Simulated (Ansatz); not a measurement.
The system is NiO.

```
Ni O
1.0
     2.50462    0.00000    0.00000
     0.00000    2.50462    0.00000
     0.00000    0.00000    2.50462
Ni O
1 1
Direct
  0.00000 0.00000 0.00000
  0.50000 0.50000 0.50000
```

Measurements of this composition are mostly on another form, of space group No. 225.

* Program: Ansatz 0.2.0
* Task: relaxation of cell and atoms
* Functional: PBE
* Dispersion: D4
* Potentials or basis: Ansatz PAW
* Cutoff: 420 eV (not typed: the program's choice for these potentials)
* k mesh: 11 × 11 × 11
* Occupations: fermi-dirac, width 0.05 eV
* Spin: collinear spin, ferromagnetic start
* Starting moments: [1.0, 0.0] μB

At the start: volume 7.86 Å³/atom.

Problem. Where does the relaxation end?

Solution. It ends after 10 steps and the volume is 8.79 Å³/atom (+11.9 %); space group Pm-3m (No. 221, to 0.05 Å); moment 1.96 μB per cell.

The path:
```csv
step,energy change (eV),largest force (eV/Å),volume (Å³)
1,0.0000,0.0000,15.71
2,-0.0625,0.0000,16.29
3,-0.1036,0.0000,18.13
4,-0.1246,0.0000,17.43
5,-0.1244,0.0000,17.50
6,-0.1245,0.0000,17.49
7,-0.1391,0.0000,17.49
8,-0.1391,0.0000,17.57
9,-0.1390,0.0000,17.58
10,-0.1393,0.0000,17.58
```

Final structure:
```yaml
crystal:
  lattice:
    - [2.60009, 0.00000, 0.00000]
    - [0.00000, 2.60009, 0.00000]
    - [0.00000, 0.00000, 2.60009]
  atoms:
    - { symbol: Ni, position: [0.00000, 0.00000, 0.00000] }
    - { symbol: O, position: [0.50000, 0.50000, 0.50000] }
```

Caveat: the plane-wave basis is chosen anew once the cell has moved, so the energies of steps on either side of that aren't comparable; the pressure holds a Pulay correction of +0.8 GPa for the finite cutoff; a cell with one magnetic atom can't hold antiferromagnetic order, which such compounds often take; pairwise dispersion overbinds metals, which lowers pressure and volume.
